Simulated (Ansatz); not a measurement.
# Cu₂O, single point

The cell (12 atoms) is Cu₂O as a measured crystal structure (space group Pn-3m, primitive cell doubled). Source: COD entry 1010963; it may be a high-temperature, high-pressure or metastable form.

These are results of Ansatz development build ahead of 0.2.0, DFT, PBE+U, PAW, plane waves, scalar-relativistic, not measurements.

Input:

```yaml
crystal:
  lattice:
    - [-4.258, 0.0, 0.0]
    - [0.0, -4.258, -4.258]
    - [0.0, -4.258, 4.258]
  atoms:
    - { symbol: O, position: [0.0, 0.0, 0.0] }
    - { symbol: O, position: [0.0, 0.5, 0.5] }
    - { symbol: O, position: [0.5, 0.0, 0.5] }
    - { symbol: O, position: [0.5, 0.5, 0.0] }
    - { symbol: Cu, position: [0.75, 0.75, 0.0], spin: 1.0 }
    - { symbol: Cu, position: [0.75, 0.25, 0.5], spin: 1.0 }
    - { symbol: Cu, position: [0.75, 0.75, 0.5], spin: 1.0 }
    - { symbol: Cu, position: [0.75, 0.25, 0.0], spin: 1.0 }
    - { symbol: Cu, position: [0.25, 0.0, 0.25], spin: 1.0 }
    - { symbol: Cu, position: [0.25, 0.5, 0.75], spin: 1.0 }
    - { symbol: Cu, position: [0.25, 0.0, 0.75], spin: 1.0 }
    - { symbol: Cu, position: [0.25, 0.5, 0.25], spin: 1.0 }
magnetization:
  spin_polarized: true
hamiltonian:
  xc: pbe
  pseudopotentials: { kind: paw }
  hubbard: { sites: [{ species: Cu, l: d, u_eff: 6.7 }] }
basis:
  ecutwfc: 420
kpoints:
  mp_grid: { grid: [4, 3, 3] }
scf:
  occupations: { method: fermi_dirac, width: 0.05 }
  lower_state_search: "off"
output:
  forces: true
  stress: true
```

Launched as:
```sh
ansatz run input.yaml --threads 4 --pin off --max-ram 9216MiB --backend cpu --events-out ev --progress --plain --runs-dir out
```

Program output, abridged:

```
O: projections on atomic orbitals take those of the free atom [He] 2s2 2p4, of charge +0.00 (hamiltonian.pseudopotentials.projection_atoms); the dataset's partial waves leave at most 1.9e-8 of an orbital's norm unspanned inside its sphere
Cu: projections on atomic orbitals take those of the free atom [Ne] 3s2 3p6 3d10 4s1, of charge +0.00 (hamiltonian.pseudopotentials.projection_atoms); the dataset's partial waves leave at most 2.0e-6 of an orbital's norm unspanned inside its sphere
Pseudopotentials: kind: paw
Pseudopotential: O, paw, valence charge 6, recommended cutoff 420 eV (normal), O.paw.azcp
Pseudopotential: Cu, paw, valence charge 19, recommended cutoff 420 eV (normal), Cu.paw.azcp
Functional definition: PBE
Crystal: 12 atoms, lattice volume = 154.400 Å³
Basis set: ecut = 420 eV, 3019 PW (Γ), exchange–correlation on 60×90×90 points (8 copies of the dense FFT grid, shifted against one another)
Bands: 111, of which v1, the nominal top of the filled ones, is band 88 counted from 1 (87 counted from 0)
Symmetry: 32 space group operations
Space group: Pn-3m (ITA 224), of the structure as read, at distance tolerance 5.4e-5 Å
Magnetic group: BNS 224.110 (UNI 1612), of the structure as read, at distance tolerance 5.4e-5 Å
k-points: 9 of 36
Non-local potential: O, projectors of the file, l = 0: 2, l = 1: 2, l = 2: 1
Non-local potential: Cu, projectors of the file, l = 0: 3, l = 1: 2, l = 2: 3, l = 3: 1
Initial density: superposition of atomic densities (chi_scale 0.1, normalization cell, long waves kept (reshape's long-wave potential 0.00 eV rms))
Starting moments: Σ|m| = 8 μB on 8 of 12 sites
Initial wavefunctions: pseudopotential atomic-orbital guess
Functional: x = pbe(κ = 0.804, μ = 0.2195149727645171), c = pbe(β = 0.06672455060314922)
iter 1 solved again at ethr=2.02e-3 eV; its pass at ethr=3.10e-3 eV (dr2=3.55e0 eV) is discarded
SCF iter   1: F=—  HF=-55256.583275 eV  |F-HF|=—  |Δ(HF+E_count)|=         —  Δρ=1.13e-1 (↑9.99e-2 ↓1.13e-1)  dr2=3.58e0  dr2_m=1.48e1  M=0.051 μB ∫|m|=1.212 μB  β_m=0.30  ethr=2.02e-3  ⟨swp⟩=1.8  Hψ=9031  notcnv=0
preconditioner: auto → Resta (q_TF=auto, 2.788 Å⁻¹)  ε∞=6.8  [insulator: Δε(μ)=0.754 eV  Ē_g=13.183 eV  σ=0.050 eV  W_gap=0.74  n_scr=62 (ndim 8)  ℏωp=31.6 eV  f_vac=0.003  D(μ)=0.44/eV (n_scr^D=0)  ε∞_Penn≈6.8]
spin=Collinear: Resta preconditioning applied to the charge; magnetization (m = ρ↑ − ρ↓) channel mixes plain (no charge-response kernel on spin).
SCF iter   2: F=—  HF=-55257.402901 eV  |F-HF|=—  |Δ(HF+E_count)|=   8.20e-1  Δρ=7.93e-2 (↑7.93e-2 ↓7.08e-2)  dr2=5.16e-1  dr2_m=7.70e0  M=0.013 μB ∫|m|=1.023 μB  β_m=0.30  ethr=2.02e-3  ⟨swp⟩=2.1  Hψ=3120  notcnv=0  defer=2
SCF iter   3: F=—  HF=-55258.230997 eV  |F-HF|=—  |Δ(HF+E_count)|=   8.28e-1  Δρ=5.74e-2 (↑5.74e-2 ↓5.11e-2)  dr2=1.17e-1  dr2_m=4.08e0  M=0.002 μB ∫|m|=0.815 μB  β_m=0.30  ethr=2.93e-4  ⟨swp⟩=2.4  Hψ=3033  notcnv=0  defer=268
SCF iter   4: F=—  HF=-55258.719134 eV  |F-HF|=—  |Δ(HF+E_count)|=   4.88e-1  Δρ=4.16e-2 (↑4.16e-2 ↓3.68e-2)  dr2=3.90e-2  dr2_m=2.16e0  M=0.000 μB ∫|m|=0.654 μB  β_m=0.30  ethr=6.68e-5  ⟨swp⟩=2.0  Hψ=2660  notcnv=0  defer=280
SCF iter   5: F=—  HF=-55258.931380 eV  |F-HF|=—  |Δ(HF+E_count)|=   2.12e-1  Δρ=2.96e-2 (↑2.96e-2 ↓2.76e-2)  dr2=8.06e-3  dr2_m=1.16e0  M=0.000 μB ∫|m|=0.522 μB  β_m=0.30  ethr=2.22e-5  ⟨swp⟩=2.0  Hψ=2822  notcnv=0  defer=281
SCF iter   6: F=—  HF=-55259.032265 eV  |F-HF|=—  |Δ(HF+E_count)|=   1.01e-1  Δρ=2.11e-2 (↑2.11e-2 ↓2.10e-2)  dr2=6.44e-4  dr2_m=6.25e-1  M=0.000 μB ∫|m|=0.414 μB  β_m=0.30  ethr=4.58e-6  ⟨swp⟩=2.0  Hψ=2732  notcnv=0  defer=294
SCF iter   7: F=—  HF=-55259.087942 eV  |F-HF|=—  |Δ(HF+E_count)|=   5.57e-2  Δρ=1.63e-2 (↑1.47e-2 ↓1.63e-2)  dr2=2.52e-3  dr2_m=3.40e-1  M=0.000 μB ∫|m|=0.329 μB  β_m=0.30  ethr=3.66e-7  ⟨swp⟩=2.2  Hψ=3371  notcnv=0  defer=298
Mixer restart at iter 7: flushing history
[... 0 iterations left out ...]
SCF iter   8: F=—  HF=-55259.116745 eV  |F-HF|=—  |Δ(HF+E_count)|=   2.88e-2  Δρ=1.20e-2 (↑1.10e-2 ↓1.20e-2)  dr2=1.02e-3  dr2_m=1.86e-1  M=0.000 μB ∫|m|=0.262 μB  β_m=0.65  ethr=3.66e-7  ⟨swp⟩=2.4  Hψ=3349  notcnv=0  defer=298
SCF iter   9: F=—  HF=-55259.152292 eV  |F-HF|=—  |Δ(HF+E_count)|=   3.55e-2  Δρ=5.78e-4 (↑3.08e-4 ↓5.78e-4)  dr2=1.65e-4  dr2_m=2.40e-4  M=0.000 μB ∫|m|=0.046 μB  β_m=0.76  ethr=3.66e-7  ⟨swp⟩=2.9  Hψ=3530  notcnv=0  defer=298
SCF iter  10: F=—  HF=-55259.153021 eV  |F-HF|=—  |Δ(HF+E_count)|=   7.29e-4  Δρ=7.70e-4 (↑7.70e-4 ↓4.14e-4)  dr2=1.15e-3  dr2_m=5.79e-5  M=0.000 μB ∫|m|=0.022 μB  β_m=0.63  ethr=9.39e-8  ⟨swp⟩=2.4  Hψ=3462  notcnv=0  defer=298
SCF iter  11: F=—  HF=-55259.152727 eV  |F-HF|=—  |Δ(HF+E_count)|=   2.94e-4  Δρ=1.58e-4 (↑1.27e-4 ↓1.58e-4)  dr2=3.56e-6  dr2_m=2.75e-5  M=0.000 μB ∫|m|=0.018 μB  β_m=0.80  ethr=9.39e-8  ⟨swp⟩=2.1  Hψ=3288  notcnv=0  defer=298
SCF iter  12: F=—  HF=-55259.152784 eV  |F-HF|=—  |Δ(HF+E_count)|=   5.68e-5  Δρ=3.09e-5 (↑3.02e-5 ↓3.09e-5)  dr2=1.70e-6  dr2_m=7.40e-7  M=0.000 μB ∫|m|=0.003 μB  β_m=0.86  ethr=2.02e-9  ⟨swp⟩=2.9  Hψ=3504  notcnv=0  defer=298
SCF iter  13: F=—  HF=-55259.152786 eV  |F-HF|=—  |Δ(HF+E_count)|=   2.29e-6  Δρ=3.20e-5 (↑1.23e-5 ↓3.20e-5)  dr2=1.53e-6  dr2_m=1.64e-7  M=0.000 μB ∫|m|=0.001 μB  β_m=0.93  ethr=9.68e-10  ⟨swp⟩=2.0  Hψ=2708  notcnv=0  defer=298
SCF iter  14: F=—  HF=-55259.152786 eV  |F-HF|=—  |Δ(HF+E_count)|=   7.83e-8  Δρ=1.26e-5 (↑8.32e-6 ↓1.26e-5)  dr2=3.67e-7  dr2_m=4.65e-8  M=0.000 μB ∫|m|=0.001 μB  β_m=0.92  ethr=8.67e-10  ⟨swp⟩=2.0  Hψ=2708  notcnv=0  defer=298
iter 15 did not close the SCF: its close was put off for a magnetic moment that had not settled (scf_convergence_deferred on its scf_iter line)
SCF iter  15: F=-55259.152786 eV  HF=-55259.152786 eV  |F-HF|=2.44e-9  |Δ(HF+E_count)|=   2.94e-8  Δρ=1.63e-6 (↑1.63e-6 ↓1.23e-6)  dr2=4.31e-9  dr2_m=7.51e-10  M=0.000 μB ∫|m|=0.000 μB  β_m=0.96  ethr=5.68e-11  ⟨swp⟩=2.1  Hψ=5996  notcnv=0
SCF iter  16: F=-55259.152786 eV  HF=-55259.152786 eV  |F-HF|=1.46e-11  |Δ(HF+E_count)|=   3.35e-9  Δρ=2.10e-7 (↑2.09e-7 ↓2.10e-7)  dr2=8.62e-11  dr2_m=3.27e-11  M=0.000 μB ∫|m|=0.000 μB  ethr=2.45e-12  ⟨swp⟩=1.1  Hψ=4665  notcnv=0
WARN: the starting moments were not kept: the SCF closed with an absolute magnetisation of 8.3e-6 μB, where they sum to 8 μB in size (8 sites). That is at most 0.1 of that sum. Measured as dr2_m measures the in/out step, that magnetisation stands 7.1e-12 eV from none, at or under the dr2_threshold of 1.0e-7 eV: it is no larger than a step whose dr2_m would equal this threshold. The system may hold no moment; this SCF shows only that its start led to no more than that. [...]
SCF 1 converged in 16 iterations: F = -55259.152786 eV  dr2 = 8.62e-11
  greatest PAW one-centre occupation: 1.000 electrons in one spin orbital (limit 2), on the Cu atom at site 11 (counted from 0), in its partial waves of l = 0
SCF converged after 16 iterations
Magnetization: 0.0000 μB (88.0000 up, 88.0000 down)
Absolute magnetization: 0.0000 μB (∫|ρ↑−ρ↓|, with the PAW one-centre terms)
Spin contamination: 0.0000 ħ² per cell (⟨S²⟩ above its minimum at these occupations)
Per-site moments (μB) at R_I (Å): [(7.6507e-7, 0.7605), (7.6507e-7, 0.7605), (7.6507e-7, 0.7605), (7.6507e-7, 0.7605), (1.0898e-7, 0.7605), (1.0898e-7, 0.7605), (1.0898e-7, 0.7605), (1.0898e-7, 0.7605), (1.0898e-7, 0.7605), (1.0898e-7, 0.7605), (1.0898e-7, 0.7605), (1.0898e-7, 0.7605)]
Free energy (F): -55259.152786 eV
Harris-Foulkes:  -55259.152786 eV  (|F-HF|=1.46e-11)
Internal energy: -55259.152778 eV  (E = F + TS)
E sigma→0 (E₀):  -55259.152782 eV
Entropy (-TS):   -0.000008 eV (-0.001 meV/atom)
Fermi energy:    10.337785 eV
--- Per-component energies (eV) ---
  E_band       = -3807.704728
  E_kinetic    = 3102.943757
  E_local      = -39624.220217  (includes V_loc(G=0)·N_el)
  E_nonlocal   = 3411.225443
  E_hartree    = 17365.596814
  E_xc         = -994.739610
  E_vxc        = -1278.605192  (∫ρ·V_xc dr)
  E_hubbard    = 5.519656  (on-site DFT+U / exact-exchange correction)
  E_vhub       = -250.910797  (the Hubbard potential's part of the band-sum identity)
  E_paw        = -14013.464414  (= ΣΔE_a)
  E_vpaw       = -3899.344945  (= ΣTr[D̂ρ^β])
  E_aug_tail   = 0.012087  (compensation charges beyond the density's cutoff)
  E_ewald      = -24512.026294
  E_smearing   = -0.000008  (= −TS)
  E_closure    = 0.000000  (closes the sum)
  Σ components = -55259.152786   (vs F -55259.152786, Δ=0.00e0)
--- Forces (eV/Å), atoms counted from 1 ---
  atom   1  O      0.00000000     0.00000000    -0.00000000
  atom   2  O      0.00000000     0.00000000    -0.00000000
  atom   3  O      0.00000000     0.00000000     0.00000000
  atom   4  O      0.00000000     0.00000000     0.00000000
  atom   5  Cu     0.00000000     0.00000000     0.00000000
  atom   6  Cu     0.00000000     0.00000000     0.00000000
  atom   7  Cu     0.00000000     0.00000000    -0.00000000
  atom   8  Cu     0.00000000     0.00000000    -0.00000000
  atom   9  Cu     0.00000000     0.00000000     0.00000000
  atom  10  Cu     0.00000000     0.00000000     0.00000000
  atom  11  Cu     0.00000000    -0.00000000    -0.00000000
  atom  12  Cu     0.00000000    -0.00000000    -0.00000000
  max |Σ_I F_I| component: 2.60e-18 eV/Å
--- Stress (GPa, compression-positive) ---
        7.962324       0.000000      -0.000000
        0.000000       7.955284       0.000000
        0.000000       0.000000       7.955284
  P = ⅓ Tr σ = 7.9576 GPa (79.576 kbar)
```

The program warns that the starting moments weren't kept.

The run took 15 s on 4 threads of Arm Neoverse V1, with other jobs on the host, peak memory 0.84 GiB.
